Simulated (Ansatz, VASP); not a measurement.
**Al in VASP and in Ansatz**

```
Al
1.0
     2.71161    0.00000    0.00000
     0.00000    2.71161    0.00000
     0.00000    0.00000    2.71161
Al
1
Direct
  0.00000 0.00000 0.00000
```

Alike in both runs: task single point; functional BLYP; k mesh 13 × 13 × 13; occupations fermi-dirac, width 0.1 eV; no spin polarisation.

|  | VASP | Ansatz |
| --- | --- | --- |
| version | VASP 6.6.1 | Ansatz 0.2.0 |
| potentials or method | VASP PAW PBE potentials, release 64 (Al) | plane waves (420 eV) with PAW, scalar-relativistic |
| plane-wave cutoff (eV) | 520 | 420 |
| valence electrons in the cell | 3 | 3 |

|  | VASP | Ansatz | Ansatz less VASP |
| --- | --- | --- | --- |
| pressure (GPa) | 4.2 | 4.1 | -0.09 |

Caveats: the PAW data sets were made with another functional, which shifts forces and pressure a little (VASP).
